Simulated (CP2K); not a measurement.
# Ga under changes of volume

One of the cells (20.046 Å³/atom); the others are scaled copies at fixed shape and fractional positions:

```
CELL_PARAMETERS angstrom
2.71648 0.00000 0.00000
0.00000 2.71648 0.00000
0.00000 0.00000 2.71648
ATOMIC_POSITIONS crystal
Ga 0.00000 0.00000 0.00000
```

The cell was built by a generator and needn't be a form met in nature.

| Property | Result |
| --- | --- |
| Program | CP2K 2026.2 |
| Functional | PBEsol |
| Potentials or basis | POTENTIAL_UZH Ga GTH-PBE-q13; TZVP-MOLOPT-PBE-GTH basis |
| Density cutoff | 6123 eV |
| k mesh | 10 × 10 × 10 |
| Occupations | fermi-dirac, width 0.05 eV |
| Spin | no spin polarisation |

```tsv
volume (Å³/atom)	energy over the lowest point (meV/atom)	pressure (GPa)
18.843	0.00	0.0
19.244	1.69	-1.1
19.645	5.73	-1.9
20.046	11.29	-2.6
20.447	18.32	-3.2
20.847	27.13	-3.9
21.248	?	?
```

Problem. What does the run at 21.248 Å³/atom give?

Solution. Energy over the lowest point 37.70 meV/atom; pressure -4.6 GPa.

Worked out: A Birch-Murnaghan fit of order 3 (a polynomial in V^(-2/3)) to the other rows has its minimum at 18.70 Å³/atom, just outside them, with B0 = V·E''(V) = 42 GPa and B' = 3.7. It gives 37.07 meV/atom at 21.248 Å³/atom, against the run's 37.70, and -dE/dV = -4.2 GPa, against -4.6.

Energies are extrapolated to zero smearing.

Caveats: the potentials were made for another functional, which shifts forces and pressure; the basis of atomic orbitals isn't converged, which shifts pressures, moduli and gaps.
